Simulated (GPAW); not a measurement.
# CdTe (F-43m) in GPAW: further runs, part 2 of 2

GPAW 26.7.0. The steps go on from the part before.

## Step 5: Relaxation of cell and atoms, PBEsol+D3(BJ)+ATM

Input file run.py:

```python
from ase import Atoms
from ase.calculators.mixing import SumCalculator
from ase.filters import FrechetCellFilter
from ase.io import write
from ase.optimize import BFGS
from dftd3.ase import DFTD3
from gpaw import GPAW, PW, setup_paths

setup_paths.insert(0, '.')

atoms = Atoms(['Te', 'Cd'],
              cell=[[0.0, 3.205, 3.205],
                    [3.205, 0.0, 3.205],
                    [3.205, 3.205, 0.0]],
              scaled_positions=[[0.75, 0.75, 0.75],
                                [0.0, 0.0, 0.0]],
              pbc=True)

calc = GPAW(mode=PW(600),
            xc='PBEsol',
            kpts={'size': (7, 7, 7), 'gamma': True},
            occupations={'name': 'fermi-dirac', 'width': 0.05},
            nbands=18,
            convergence={'density': 1e-05, 'forces': 0.0001},
            maxiter=150,
            txt='gpaw.txt')
atoms.calc = SumCalculator([calc, DFTD3(damping='d3bj', params_tweaks=dict(method='pbesol', atm=True))])
opt = BFGS(FrechetCellFilter(atoms), trajectory='relax.traj', logfile='-')
done = opt.run(fmax=0.02, steps=60)
calc.write('gs.gpw')
write('result.traj', atoms)
print('Converged:', done)
print('Cell:', atoms.cell.cellpar().round(4))
print('Volume:', round(atoms.get_volume(), 4))
print(atoms.get_scaled_positions().round(5))
```

Potentials or basis: PAW data sets generated in the run's folder for this functional, pw.

Command:

```
$ gpaw-setup -f PBEsol Cd Te
$ OMP_NUM_THREADS=1 python run.py
```

gpaw.txt:

```text
__  _  _
 | _ |_)|_||  |
 |__||  | ||/\| - 26.7.0

Input parameters:
  mode=PW(ecut=600.0),
  convergence={'density': 1e-05, 'forces': 0.0001},
  kpts=MonkhorstPack(size=(7, 7, 7), gamma=True),
  maxiter=150,
  nbands=18,
  occupations=Occupations(name='fermi-dirac', width=0.05),
  xc=XC(name='PBEsol')

Diagonalizing LCAO Hamiltonian
Converting LCAO to pw mode

                      Te

       Cd

Atoms  # Å, Bohr magnetons
|   | symbol |        x |        y |        z |    initial magnetic moments |
|---|--------|----------|----------|----------|-----------------------------|
| 0 |     Te | 4.807500 | 4.807500 | 4.807500 | ( 0.0000,  0.0000,  0.0000) |
| 1 |     Cd | 0.000000 | 0.000000 | 0.000000 | ( 0.0000,  0.0000,  0.0000) |

Unit cell  # Å
| periodic |        x |        y |        z |  lengths |    angles |
|----------|----------|----------|----------|----------|-----------|
|      yes | 0.000000 | 3.205000 | 3.205000 | 4.532554 | 60.000000 |
|      yes | 3.205000 | 0.000000 | 3.205000 | 4.532554 | 60.000000 |
|      yes | 3.205000 | 3.205000 | 0.000000 | 4.532554 | 60.000000 |

Number of symmetries: 24
Symmetry operations  # r_c * U_cc + t_c -> r_c
|    | kind |            matrix            |
|----|------|------------------------------|
|  0 |  E   |  1, 0, 0,  0, 1, 0,  0, 0, 1 |
|  1 |  σ   |  1, 0, 0,  0, 0, 1,  0, 1, 0 |
|  2 |  σ   |  1, 0,-1,  0, 1,-1,  0, 0,-1 |
|  3 |  C3  |  1, 0,-1,  0, 0,-1,  0, 1,-1 |
|  4 |  C3  |  1,-1, 0,  0,-1, 1,  0,-1, 0 |
|  5 |  σ   |  1,-1, 0,  0,-1, 0,  0,-1, 1 |
|  6 |  σ   |  0, 1, 0,  1, 0, 0,  0, 0, 1 |
|  7 |  C3  |  0, 1, 0,  0, 0, 1,  1, 0, 0 |
|  8 |  C2  |  0, 1,-1,  1, 0,-1,  0, 0,-1 |
[... 208 lines left out ...]
Stress tensor  # eV/Ang^3
|         x |         y |         z |
|-----------|-----------|-----------|
| -0.007863 |  0.000000 |  0.000000 |
|  0.000000 | -0.007863 | -0.000000 |
|  0.000000 | -0.000000 | -0.007863 |

Forces  # eV/Ang
|        x |       y |       z |
|----------|---------|---------|
| -0.00000 | 0.00000 | 0.00000 |  # Te   0
| -0.00000 | 0.00000 | 0.00000 |  # Cd   1

Interpolating wave functions to new cell

                      Te

       Cd

Atoms  # Å, Bohr magnetons
|   | symbol |         x |        y |        z |    initial magnetic moments |
|---|--------|-----------|----------|----------|-----------------------------|
| 0 |     Te |  4.805799 | 4.805799 | 4.805799 | ( 0.0000,  0.0000,  0.0000) |
| 1 |     Cd | -0.000000 | 0.000000 | 0.000000 | ( 0.0000,  0.0000,  0.0000) |

Unit cell  # Å
| periodic |        x |        y |        z |  lengths |    angles |
|----------|----------|----------|----------|----------|-----------|
|      yes | 0.000000 | 3.203866 | 3.203866 | 4.530951 | 60.000000 |
|      yes | 3.203866 | 0.000000 | 3.203866 | 4.530951 | 60.000000 |
|      yes | 3.203866 | 3.203866 | 0.000000 | 4.530951 | 60.000000 |

Number of symmetries: 24
Symmetry operations  # r_c * U_cc + t_c -> r_c
|    | kind |            matrix            |
|----|------|------------------------------|
|  0 |  E   |  1, 0, 0,  0, 1, 0,  0, 0, 1 |
|  1 |  σ   |  1, 0, 0,  0, 0, 1,  0, 1, 0 |
|  2 |  σ   |  1, 0,-1,  0, 1,-1,  0, 0,-1 |
|  3 |  C3  |  1, 0,-1,  0, 0,-1,  0, 1,-1 |
|  4 |  C3  |  1,-1, 0,  0,-1, 1,  0,-1, 0 |
|  5 |  σ   |  1,-1, 0,  0,-1, 0,  0,-1, 1 |
|  6 |  σ   |  0, 1, 0,  1, 0, 0,  0, 0, 1 |
|  7 |  C3  |  0, 1, 0,  0, 0, 1,  1, 0, 0 |
|  8 |  C2  |  0, 1,-1,  1, 0,-1,  0, 0,-1 |
[... 206 lines left out ...]
Stress tensor  # eV/Ang^3
|         x |         y |         z |
|-----------|-----------|-----------|
| -0.008182 | -0.000000 |  0.000000 |
| -0.000000 | -0.008182 |  0.000000 |
|  0.000000 |  0.000000 | -0.008182 |

Forces  # eV/Ang
|       x |        y |       z |
|---------|----------|---------|
| 0.00000 | -0.00000 | 0.00000 |  # Te   0
| 0.00000 |  0.00000 | 0.00000 |  # Cd   1

Interpolating wave functions to new cell

                      Te

       Cd

Atoms  # Å, Bohr magnetons
|   | symbol |         x |        y |        z |    initial magnetic moments |
|---|--------|-----------|----------|----------|-----------------------------|
| 0 |     Te |  4.799043 | 4.799043 | 4.799043 | ( 0.0000,  0.0000,  0.0000) |
| 1 |     Cd | -0.000000 | 0.000000 | 0.000000 | ( 0.0000,  0.0000,  0.0000) |

Unit cell  # Å
| periodic |         x |         y |         z |  lengths |    angles |
|----------|-----------|-----------|-----------|----------|-----------|
|      yes | -0.000000 |  3.199362 |  3.199362 | 4.524581 | 60.000000 |
|      yes |  3.199362 | -0.000000 |  3.199362 | 4.524581 | 60.000000 |
|      yes |  3.199362 |  3.199362 | -0.000000 | 4.524581 | 60.000000 |

Number of symmetries: 24
Symmetry operations  # r_c * U_cc + t_c -> r_c
|    | kind |            matrix            |
|----|------|------------------------------|
|  0 |  E   |  1, 0, 0,  0, 1, 0,  0, 0, 1 |
|  1 |  σ   |  1, 0, 0,  0, 0, 1,  0, 1, 0 |
|  2 |  σ   |  1, 0,-1,  0, 1,-1,  0, 0,-1 |
|  3 |  C3  |  1, 0,-1,  0, 0,-1,  0, 1,-1 |
|  4 |  C3  |  1,-1, 0,  0,-1, 1,  0,-1, 0 |
|  5 |  σ   |  1,-1, 0,  0,-1, 0,  0,-1, 1 |
|  6 |  σ   |  0, 1, 0,  1, 0, 0,  0, 0, 1 |
|  7 |  C3  |  0, 1, 0,  0, 0, 1,  1, 0, 0 |
|  8 |  C2  |  0, 1,-1,  1, 0,-1,  0, 0,-1 |
[... 207 lines left out ...]
Stress tensor  # eV/Ang^3
|         x |         y |         z |
|-----------|-----------|-----------|
| -0.009464 | -0.000000 |  0.000000 |
| -0.000000 | -0.009464 |  0.000000 |
|  0.000000 |  0.000000 | -0.009464 |

Forces  # eV/Ang
|        x |       y |       z |
|----------|---------|---------|
| -0.00000 | 0.00000 | 0.00000 |  # Te   0
|  0.00000 | 0.00000 | 0.00000 |  # Cd   1

# Writing to gs.gpw (mode='')
```

stdout:

```text
Step          Energy          fmax
BFGS:    0       -6.412446        0.049544
BFGS:    1       -6.412536        0.039586
BFGS:    2       -6.412672        0.000325
Converged: True
Cell: [ 4.5246  4.5246  4.5246 60.     60.     60.    ]
Volume: 65.4968
[[0.75 0.75 0.75]
 [0.   0.   0.  ]]
```

Wall time 1.7 min (1 thread of Intel Xeon at 2.50GHz (Skylake/Cascade Lake), shared host); peak memory 0.21 GiB.

What came out:

* Free energy: -6.4127 eV
* Relaxed volume: 32.75 Å³/atom
* Relaxed cell: a = 4.525 Å, b = 4.525 Å, c = 4.525 Å, α = 60.00°, β = 60.00°, γ = 60.00°
* Space group after relaxing (to 0.05 Å): F-43m (No. 216)
* Energy gained by relaxing: 0.1 meV/atom
* Ionic steps: 3
* Pressure after relaxing: 0.0 GPa
* Band gap on the k mesh: 0.77 eV, direct
* Dispersion energy per atom: -0.330 eV

Step by step:
```
step  energy change (eV)  largest force (eV/Å)  pressure (GPa)  volume (Å³)
   1              0.0000                0.0000           -0.24        65.84
   2             -0.0001                0.0000           -0.19        65.77
   3             -0.0002                0.0000            0.00        65.50
```

Final structure:
```
Te Cd
1.0
     0.00000    3.19936    3.19936
     3.19936    0.00000    3.19936
     3.19936    3.19936    0.00000
Te Cd
1 1
Direct
  0.75000 0.75000 0.75000
  0.00000 0.00000 0.00000
```

Levels at points of the mesh, in eV from the valence-band top:
```
           k point  band 7  band 8  band 9  band 10  band 11  band 12
(0.00, 0.00, 0.00)    0.00    0.00    0.00     0.77     4.52     4.52
```

Caveat: later steps reuse the first step's grids; spin-orbit coupling is left out, which moves the levels of the heavy elements.

## Step 6: Relaxation of cell and atoms, PBEsol+D4

run.py, as its differences from that of step 5:

```diff
@@ -5,3 +5,3 @@
 from ase.optimize import BFGS
-from dftd3.ase import DFTD3
+from dftd4.ase import DFTD4
 from gpaw import GPAW, PW, setup_paths
@@ -26,3 +26,3 @@
             txt='gpaw.txt')
-atoms.calc = SumCalculator([calc, DFTD3(damping='d3bj', params_tweaks=dict(method='pbesol', atm=True))])
+atoms.calc = SumCalculator([calc, DFTD4(method='pbesol')])
 opt = BFGS(FrechetCellFilter(atoms), trajectory='relax.traj', logfile='-')
```

Potentials or basis: PAW data sets generated in the run's folder for this functional, pw.

Command:

```
$ gpaw-setup -f PBEsol Cd Te
$ OMP_NUM_THREADS=1 python run.py
```

It took 3.3 min on 1 thread of Intel Xeon at 2.50GHz (Skylake/Cascade Lake), shared host; peak memory 0.25 GiB.

The run converged. Its results:

| Quantity | Value |
| --- | --- |
| Free energy | -6.1983 eV |
| Relaxed volume | 33.09 Å³/atom |
| Relaxed cell | a = 4.540 Å, b = 4.540 Å, c = 4.540 Å, α = 60.00°, β = 60.00°, γ = 60.00° |
| Space group after relaxing (to 0.05 Å) | F-43m (No. 216) |
| Energy gained by relaxing | 0.1 meV/atom |
| Ionic steps | 3 |
| Pressure after relaxing | 0.0 GPa |
| Band gap on the k mesh | 0.74 eV, direct |
| Dispersion energy per atom | -0.220 eV |

The path:
| step | energy change (eV) | largest force (eV/Å) | pressure (GPa) | volume (Å³) |
| --- | --- | --- | --- | --- |
| 1 | 0.0000 | 0.0000 | 0.24 | 65.84 |
| 2 | -0.0001 | 0.0000 | 0.19 | 65.91 |
| 3 | -0.0003 | 0.0000 | 0.00 | 66.18 |

Final structure:
```cif
data_structure
_symmetry_space_group_name_H-M 'P 1'
_symmetry_Int_Tables_number 1
_cell_length_a 4.5403
_cell_length_b 4.5403
_cell_length_c 4.5403
_cell_angle_alpha 60.000
_cell_angle_beta 60.000
_cell_angle_gamma 60.000
_cell_volume 66.18
loop_
_atom_site_label
_atom_site_type_symbol
_atom_site_fract_x
_atom_site_fract_y
_atom_site_fract_z
_atom_site_occupancy
Te1 Te 0.75000 0.75000 0.75000 1
Cd1 Cd 0.00000 0.00000 0.00000 1
```

Levels at points of the mesh, in eV from the valence-band top:
```tsv
k point	band 7	band 8	band 9	band 10	band 11	band 12
(0.00, 0.00, 0.00)	0.00	0.00	0.00	0.74	4.52	4.52
```

Caveat: later steps reuse the first step's grids; spin-orbit coupling is left out, which moves the levels of the heavy elements. Zero-point motion and thermal expansion aren't in these numbers.

## Step 7: Overview

| level | gap on the mesh (eV) | pressure (GPa) | relaxed volume (Å³/atom) |
| --- | --- | --- | --- |
| PBEsol | 0.68 | 0.0 | 33.83 |
| PBEsol+D3 | 0.77 | 0.0 | 32.81 |
| PBEsol+D3(BJ) | 0.78 | 0.0 | 32.62 |
| PBEsol+D3(BJ)+ATM | 0.77 | 0.0 | 32.75 |
| PBEsol+D4 | 0.74 | 0.0 | 33.09 |

Alike in all rows: task relaxation of cell and atoms; potentials or basis PAW data sets generated in the run's folder for this functional, pw; no spin polarisation; cell relaxed; k mesh 7 × 7 × 7; cutoff (eV) 600; smearing fermi-dirac 0.05 eV.

Caveats: later steps reuse the first step's grids; spin-orbit coupling is left out, which moves the levels of the heavy elements.

Total energies depend on the potentials used, so only differences within one code and one set of settings carry meaning.
